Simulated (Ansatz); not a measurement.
Zn:

```
CELL_PARAMETERS angstrom
-1.56904 1.56904 1.56904
1.56904 -1.56904 1.56904
1.56904 1.56904 -1.56904
ATOMIC_POSITIONS crystal
Zn 0.00000 0.00000 0.00000
```

This isn't the form of Zn at room conditions, which is hcp.

Base run:

* Program: Ansatz 0.2.0
* Functional: PBEsol
* Potentials or basis: Ansatz PAW
* Cutoff: 420 eV (not typed: the program's choice for these potentials)
* k mesh: 12 × 12 × 12
* Occupations: gaussian, width 0.05 eV
* Spin: no spin polarisation

Its results: band gap on the k mesh none (metal or under the smearing width); pressure -5.1 GPa.

**Question.** The run is repeated on the same cell with these changes: occupations from gaussian, width 0.05 eV to methfessel-paxton, width 0.2 eV; dispersion from none to D3(BJ). What comes out?

**Answer.** Band gap on the k mesh none (metal or under the smearing width); pressure -9.0 GPa.

Caveats: the PAW data sets come from PBE, with cores solved anew for the run's functional, which leaves a small shift of forces and pressure; pairwise dispersion overbinds metals, which lowers pressure and volume (some runs).
